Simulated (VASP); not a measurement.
# InAs: kinetic-energy density

InAs, F-43m (no. 216), 2 atoms in the cell. PBE; PAW potentials In_d, As (PBE set).

## Input

INCAR:
```
PREC = Accurate
ENCUT = 520
EDIFF = 1E-7
ISMEAR = 0
SIGMA = 0.02
LREAL = F
LASPH = T
ALGO = Normal
NELM = 100
ISIF = 2
LWAVE = F
LCHARG = T
LTAU = T
```

KPOINTS:
```
k-points
0
Gamma
  7 7 7
```

POSCAR:
```
InAs
1.0
    0.0000000000      3.0180000000      3.0180000000
    3.0180000000      0.0000000000      3.0180000000
    3.0180000000      3.0180000000      0.0000000000
In As
1 1
Direct
    0.0000000000      0.0000000000      0.0000000000
    0.7500000000      0.7500000000      0.7500000000
```

Commands:
```
cat potpaw_PBE.64/In_d/POTCAR potpaw_PBE.64/As/POTCAR > POTCAR
mpirun -np 1 vasp_std > vasp.out
```

## Result

- Kinetic energy of the pseudo orbitals (eV): 222.74

VASP 6.6.1 took 8.8 s on 1 core (Intel Xeon 6975P-C (Granite Rapids)), a shared host.
